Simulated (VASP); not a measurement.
Si: single point with HSE(alpha, omega)

Si:

```
Si
1.0
     0.00000    2.72185    2.72185
     2.72185    0.00000    2.72185
     2.72185    2.72185    0.00000
Si
2
Direct
  0.50000 0.50000 0.50000
  0.75000 0.75000 0.75000
```

```
Program                            : VASP 6.6.1
Task                               : single point
Functional                         : HSE(alpha, omega)
Potentials or basis                : VASP PAW PBE potentials, release 64 (Si)
Cutoff                             : 520 eV
k mesh                             : 4 × 4 × 4
Occupations                        : fermi-dirac, width 0.05 eV
Spin                               : no spin polarisation
Share of exact exchange            : 0.3
Grid for exact exchange (PRECFOCK) : Fast
Further INCAR settings             : ALGO = Normal; EDIFF = 1e-07; NBANDS = 11
```

```
Pressure               : -0.3 GPa
Band gap on the k mesh : 1.50 eV, indirect (least direct gap 3.54 eV)
```

Levels at points of the mesh, in eV from the valence-band top:
| k point | band 1 | band 2 | band 3 | band 4 | band 5 | band 6 | band 7 | band 8 | band 9 |
| --- | --- | --- | --- | --- | --- | --- | --- | --- | --- |
| (0.00, 0.00, 0.00) | -13.47 | 0.00 | 0.00 | 0.00 | 3.54 | 3.54 | 3.54 | 4.52 | 9.01 |
| (0.50, 0.00, 0.00) | -10.84 | -7.79 | -1.32 | -1.32 | 2.45 | 4.36 | 4.36 | 8.85 | 12.08 |
| (0.50, 0.50, 0.00) | -8.78 | -8.78 | -3.16 | -3.16 | 1.50 | 1.50 | 11.76 | 11.76 | 12.51 |

It took 53 s on 1 thread of Intel(R) Xeon(R) Platinum 8375C CPU @ 2.90GHz (Ice Lake), on a shared host, peak memory 0.25 GiB.

Caveat: the k mesh is coarse (spacing up to 0.50 Å⁻¹), so the values aren't converged, least of all with exact exchange; the PAW data sets were made with another functional, which shifts forces and pressure a little. A k mesh can miss the band edges.
